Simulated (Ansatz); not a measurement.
Putting H into ZnCu

All numbers below come from Ansatz 0.2.0, DFT PBE, scalar-relativistic, plane waves, PAW.

Cutoff 420 eV; k points 12×12×12 on the computed 2-atom cell (Γ-centred); Gaussian smearing, width 0.10 eV; no spin polarisation for the host; each changed cell takes a mesh and smearing chosen by its own gap and starts from the host's moments or customary ones, or runs without spin. Cells and atoms are relaxed to the nearest stationary point that keeps the symmetry of their start (forces under 0.02 to 0.04 eV/Å, stress under 0.1 to 0.2 GPa); energies are at zero smearing, without zero-point or thermal terms.

Relaxed host (gap on the mesh 0 eV):

```
CELL_PARAMETERS angstrom
2.96498 0.00000 0.00000
0.00000 2.96498 0.00000
0.00000 0.00000 2.96498
ATOMIC_POSITIONS crystal
Zn 0.50000 0.50000 0.50000
Cu 0.00000 0.00000 0.00000
```

Cases: (1) 3 H in a 1×1×1 repeat of the cell, at (0.000 0.500 0.500), (0.500 0.000 0.500), (0.500 0.500 0.000) in fractions of that repeat, 1.48 Å from the nearest atom of the relaxed host.

Q: Give the energy per H taken from half an H2 molecule (negative: uptake is favourable), the swelling and the final surroundings.

A:
| case | formula | energy per H (eV) | ΔV (%) | principal strains (%) | nearest host atoms of the first H | gap (eV) |
| --- | --- | --- | --- | --- | --- | --- |
| 1 | ZnCuH3 | 1.16 | +68.2 | +18.9 +18.9 +18.9 | 2 (Zn) from 1.76 Å | 0 |

Each ion keeps what symmetry its start has, so a lower place off a symmetric site can be missed, above all for H.

Relaxed structure of case 1:

```cif
data_structure
_symmetry_space_group_name_H-M 'Pm-3m'
_symmetry_Int_Tables_number 221
_cell_length_a 3.5258
_cell_length_b 3.5258
_cell_length_c 3.5258
_cell_angle_alpha 90.000
_cell_angle_beta 90.000
_cell_angle_gamma 90.000
_cell_volume 43.83
loop_
_atom_site_label
_atom_site_type_symbol
_atom_site_symmetry_multiplicity
_atom_site_Wyckoff_symbol
_atom_site_fract_x
_atom_site_fract_y
_atom_site_fract_z
_atom_site_occupancy
Zn1 Zn 1 b 0.50000 0.50000 0.50000 1
Cu1 Cu 1 a 0.00000 0.00000 0.00000 1
H1 H 3 c 0.00000 0.50000 0.50000 1
```

In ZnCuH3 a bond of the host changes by more than 0.6 Å or the volume by a third: the framework has rearranged or swollen or shrunk strongly, and the figure may no longer describe a topotactic step.

Cost: 3 runs of about 7 core-minutes in all, on Arm Neoverse V1 (shared hosts).